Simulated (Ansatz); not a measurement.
Set up this calculation in Ansatz 0.2.0, as the native input.

| Item | Value |
| --- | --- |
| Task | band structure |
| Functional | LDA |
| Potentials or basis | Ansatz PAW |
| Cutoff | 420 eV (not typed: the program's choice for these potentials) |
| k mesh | 8 × 8 × 8 |
| Occupations | fermi-dirac, width 0.05 eV |
| Spin | no spin polarisation |
| Path | [["G", "X", "M", "G", "R", "X"], ["M", "R"]] |
| Points for each segment of the path | 14 |

InPd:

```
In Pd
1.0
     3.27188    0.00000    0.00000
     0.00000    3.27188    0.00000
     0.00000    0.00000    3.27188
In Pd
1 1
Direct
  0.00000 0.00000 0.00000
  0.50000 0.50000 0.50000
```

The cell comes from a database or a generator and needn't be the stable form of this composition.

The input as run:

input.yaml

```yaml
crystal:
  lattice:
    - [3.27188478, 0.0, 0.0]
    - [0.0, 3.27188478, 0.0]
    - [0.0, 0.0, 3.27188478]
  atoms:
    - { symbol: In, position: [0.0, 0.0, 0.0] }
    - { symbol: Pd, position: [0.5, 0.5, 0.5] }
hamiltonian:
  xc: lda
  pseudopotentials: { kind: paw }
kpoints:
  mp_grid: { grid: [8, 8, 8] }
  band_path:
    path:
      - [[0.0, 0.0, 0.0], [0.0, 0.5, 0.0], [0.5, 0.5, 0.0], [0.0, 0.0, 0.0], [0.5, 0.5, 0.5], [0.0, 0.5, 0.0]]
      - [[0.5, 0.5, 0.0], [0.5, 0.5, 0.5]]
    npoints: 14
scf:
  occupations: { method: fermi_dirac, width: 0.05 }
  n_extra_bands: 6
output:
  forces: true
  stress: true
  eigenvalues: true
  fatbands: true
```

Potentials or basis: Ansatz PAW.

The run is started by

```sh
$ ansatz run input.yaml --threads 2 --pin off --max-ram 5632MiB --backend cpu --events-out ev --progress --plain --runs-dir out
```

Results of the run:

| Property | Result |
| --- | --- |
| Pressure | -7.1 GPa |
| Band gap on the k mesh | none (metal or under the smearing width) |

Caveat: spin-orbit coupling is left out, which moves the levels of the heavy elements; the PAW data sets come from PBE, with cores solved anew for the run's functional, which leaves a small shift of forces and pressure.

It took 1.7 s on 2 threads of Arm Neoverse V2, on a shared host, peak memory 0.29 GiB.
